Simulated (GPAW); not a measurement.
PbSe, 4 atoms in the cell. The cell holds a slab with vacuum, 4 atoms: a = 4.415 Å, b = 4.415 Å, c = 12.399 Å, α = 100.23°, β = 100.23°, γ = 90.13°. 

| Quantity | Value |
| --- | --- |
| Program | GPAW 26.7.0 |
| Task | single point |
| Functional | PBE |
| Potentials or basis | GPAW PAW data sets (gpaw-data 1.2.1) |
| Cutoff | 600 eV |
| Basis | pw |
| k mesh | 6 × 6 × 3 |
| Occupations | fermi-dirac, width 0.05 eV |
| Spin | no spin polarisation |
| Maxiter | 150 |

Potentials or basis: GPAW PAW data sets (gpaw-data 1.2.1), pw.

Launch:

```bash
$ OMP_NUM_THREADS=1 python run.py
```

Hardware: 1 thread of Arm Neoverse V2, with other jobs on the host.

**Question.** Estimate the wall time of this run.

**Answer.** Run time: 3.3 min on 1 thread of Arm Neoverse V2 (shared host), peak memory 0.54 GiB. Counts: scf iterations 11, plane waves 7839, bands 33, k points 56.
